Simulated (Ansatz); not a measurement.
Level of theory: DFT PBE, scalar-relativistic, plane waves, PAW in Ansatz. All cells share a 420 eV cutoff and Γ-centred k meshes spaced at most about 0.3 Å⁻¹ (about 0.25 or finer for metals, 2π included). No spin polarisation.

Temperature and zero-point effects are left out.

Compare these two cells of Li₃S₂, each relaxed at this level.

A.

Space group R-3m:H (No. 166). a = 4.078 Å, b = 4.078 Å, c = 17.656 Å, α = 90.00°, β = 90.00°, γ = 120.00°
```json
{"atom": "Li", "site": "6c", "symmetry": "3m", "x": "0.6667", "y": "0.3333", "z": "0.9194"}
{"atom": "Li", "site": "3a", "symmetry": "-3m", "x": "0.0000", "y": "0.0000", "z": "0.0000"}
{"atom": "S", "site": "6c", "symmetry": "3m", "x": "0.3333", "y": "0.6667", "z": "0.9257"}
```

B.

Space group P-1 (No. 2). a = 3.915 Å, b = 4.289 Å, c = 5.425 Å, α = 97.26°, β = 100.05°, γ = 115.99°
| atom | site | symmetry | x | y | z |
| --- | --- | --- | --- | --- | --- |
| Li | 1a | -1 | 0.0000 | 0.0000 | 0.0000 |
| Li | 2i | 1 | 0.5691 | 0.3135 | 0.6868 |
| S | 2i | 1 | 0.7265 | 0.2855 | 0.2516 |

Question: Which would you expect to be lower, and how large is the difference?

Answer: B is lower, by 150 meV/atom. A has space group R-3m (No. 166), 17.0 Å³/atom and no gap on its mesh; B has space group P-1 (No. 2), 15.7 Å³/atom and no gap. Counting S atoms around Li (those within 1.25 times the shortest such distance or 1.15 times the sum of covalent radii, 1.27 where that leaves under three; a plus sign parts nearer from farther groups; a slash parts the counts of unlike sites), A has Li 3+1/6 and B has Li 4. The denser one is the lower, and pressure would at first widen the difference. In A, Li on a site of symmetry 3m has 3 S at 2.36 Å, 1 S at 2.73 Å, 3 Li at 2.75 Å and 1 Li at 3.04 Å; Li on a site of symmetry -3m has 6 S at 2.69 Å and 6 Li at 2.75 Å; S has 3 Li at 2.36 Å and 4 Li at 2.69–2.73 Å. In B, Li on a site of symmetry -1 has 2 S at 2.40 Å, 2 S at 2.57 Å, 2 Li at 2.79 Å and 4 Li at 2.99–3.02 Å; Li on a site of symmetry 1 has 4 S at 2.41–2.54 Å, 5 Li at 2.79–3.02 Å and 1 S at 3.05 Å; around S lie 6 Li at 2.40–2.57 Å, 2 S at 2.92–3.07 Å and 1 Li at 3.05 Å. Origin: A, invented; B, invented, then shaken at random and relaxed again.

In R-3m, P-1 an odd number of electrons in the primitive cell allows no gap without spin; a larger cell or a magnetic state could open one. Cells relaxed within their symmetry can be saddle points.
